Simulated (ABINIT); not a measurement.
A run of ABINIT 10.8.3 (patched build) is set up as follows.

run.abi

```
ndtset 2

pp_dirpath "./"
pseudos "Zr.GGA_PBE-JTH.xml, B.GGA_PBE-JTH.xml"

acell 3*1.0 Angstrom
rprim
     3.1700000000     0.0000000000     0.0000000000
    -1.5850000000     2.7453005300     0.0000000000
     0.0000000000     0.0000000000     3.5330000000
ntypat 2
znucl 40 5
natom 3
typat 1 2 2
xred
     0.0000000000     0.0000000000     0.0000000000
     0.6666666667     0.3333333333     0.5000000000
     0.3333333333     0.6666666667     0.5000000000

ecut 462.593566 eV
pawecutdg 34.0

ixc 15

occopt 3
tsmear 0.00183747

nstep 100

iomode 3
prtwf 0
prteig 0
prtebands 0
enunit 1
prtden1 1

kptopt1 1
ngkpt1 10 10 8
nshiftk1 1
shiftk1 0.0 0.0 0.0
nband1 13
tolvrs1 1.0e-9

iscf2 -2
getden2 1
nband2 19
nbdbuf2 4
tolwfr2 1.0e-11
kptopt2 -7
ndivsm2 5
prteig2 1
kptbounds2
     0.0000000000     0.0000000000     0.0000000000
     0.5000000000     0.0000000000     0.0000000000
     0.3333333333     0.3333333333     0.0000000000
     0.0000000000     0.0000000000     0.0000000000
     0.0000000000     0.0000000000     0.5000000000
     0.5000000000     0.0000000000     0.5000000000
     0.3333333333     0.3333333333     0.5000000000
     0.0000000000     0.0000000000     0.5000000000
```

Potentials or basis: JTH PAW PBE v2.0.

Launch:

```sh
$ abinit run.abi > log 2>&1
```

Question: Estimate the band gap on the k mesh.

Answer: None (metal or under the smearing width).

Question: Estimate the pressure.

Answer: 4.1 GPa.

Levels at the corners of the path, in eV from the Fermi level:
```
point  band 6  band 7  band 8  band 9  band 10  band 11  band 12  band 13
    Γ   -2.54   -2.54   -2.50   -2.28     3.48     3.48     4.28     4.28
    M   -8.49   -3.82   -2.97   -2.60     2.32     2.38     5.00     5.08
    K   -7.75   -6.83   -2.37   -2.37     1.64     1.64     3.24     8.61
    Γ   -2.54   -2.54   -2.50   -2.28     3.48     3.48     4.28     4.28
    A   -6.89   -0.87   -0.87    0.41     0.41     0.86     0.86     1.93
    L   -6.95   -4.53   -4.05   -1.94     3.84     4.13     5.37     6.31
    H   -8.70   -4.85   -2.61   -2.61     4.18     6.09     6.09     6.65
    A   -6.89   -0.87   -0.87    0.41     0.41     0.86     0.86     1.93
```

Caveat: the PAW data sets were made with another functional, which shifts forces and pressure a little.
